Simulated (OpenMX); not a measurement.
CdO (Monteponite):

```
CELL_PARAMETERS angstrom
0.00000 2.34950 2.34950
2.34950 0.00000 2.34950
2.34950 2.34950 0.00000
ATOMIC_POSITIONS crystal
Cd 0.00000 0.00000 0.00000
O 0.50000 0.50000 0.50000
```

```yaml
Program: OpenMX 3.8.5
Task: single point
Functional: PBE
Potentials_or_basis: OpenMX 2013 PBE set, Cd7.0-s3p2d2, O6.0-s2p2d1, grid cutoff 500 Ry
k_mesh: 11 × 11 × 11
Occupations: fermi-dirac, width 0.05 eV
Spin: no spin polarisation
```

On this cell: pressure 7.5 GPa; largest force zero by symmetry; band gap on the k mesh none (metal or under the smearing width).

The same run follows on a disturbed copy (atoms moved at random, drawn with an rms of 0.05 Å):

```
Cd O
1.0
     0.00000    2.34950    2.34950
     2.34950    0.00000    2.34950
     2.34950    2.34950    0.00000
Cd O
1 1
Cartesian
  -0.0257 0.0072 -0.0119
  2.3497 2.3373 2.3264
```

Q: What does the disturbed cell give?

A: The energy (extrapolated to zero smearing) moves by +1.1 meV/atom; pressure 7.6 GPa; largest force 0.132 eV/Å; band gap on the k mesh none (metal or under the smearing width).

Forces in eV/Å, atoms in the order of the input:
```
Cd   0.101 -0.075 -0.040
O   -0.097  0.075  0.034
```

Caveats: the basis of atomic orbitals isn't converged, which shifts pressures, moduli and gaps.
